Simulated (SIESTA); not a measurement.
Crystal: Bi2Se3 (Paraguanajuatite).

```
CELL_PARAMETERS angstrom
2.07150 1.19598 9.54533
-2.07150 1.19598 9.54533
0.00000 -2.39196 9.54533
ATOMIC_POSITIONS crystal
Bi 0.59920 0.59920 0.59920
Bi 0.40080 0.40080 0.40080
Se 0.78830 0.78830 0.78830
Se 0.21170 0.21170 0.21170
Se 0.00000 0.00000 0.00000
```

Base run:

```yaml
Program: SIESTA 5.4.2
Functional: PBE
Potentials_or_basis: PseudoDojo 0.4 standard (PBE files)
Basis: SZ (energy shift 0.02 Ry)
Grid_cutoff: 500 Ry
Energy_shift: 0.02 Ry
k_mesh: 8 × 8 × 8
Occupations: fermi-dirac, width 0.05 eV
Spin: no spin polarisation
```

Its results: band gap on the k mesh 0.03 eV, direct; pressure 1.0 GPa; largest force 0.882 eV/Å.

After a change of settings the same cell gave: band gap on the k mesh 0.13 eV, direct; pressure 9.6 GPa; largest force 1.471 eV/Å. Which change was it?
A. basis from SZ (energy shift 0.02 Ry) to SZ (energy shift 0.002 Ry); energy shift from 0.02 Ry to 0.002 Ry
B. basis from SZ (energy shift 0.02 Ry) to DZ (energy shift 0.02 Ry)
C. basis from SZ (energy shift 0.02 Ry) to TZDP (energy shift 0.05 Ry); energy shift from 0.02 Ry to 0.05 Ry

A.

Caveats: the basis has no polarisation orbitals; spin-orbit coupling is left out, which as a rule narrows the gap of such compounds by several tenths of an eV; the basis of atomic orbitals isn't converged, which shifts pressures, moduli and gaps; forces of over 1 eV/Å show positions far from the minimum, so gaps and moduli don't describe the material at rest (some runs).

Not every run made on this cell is shown here.
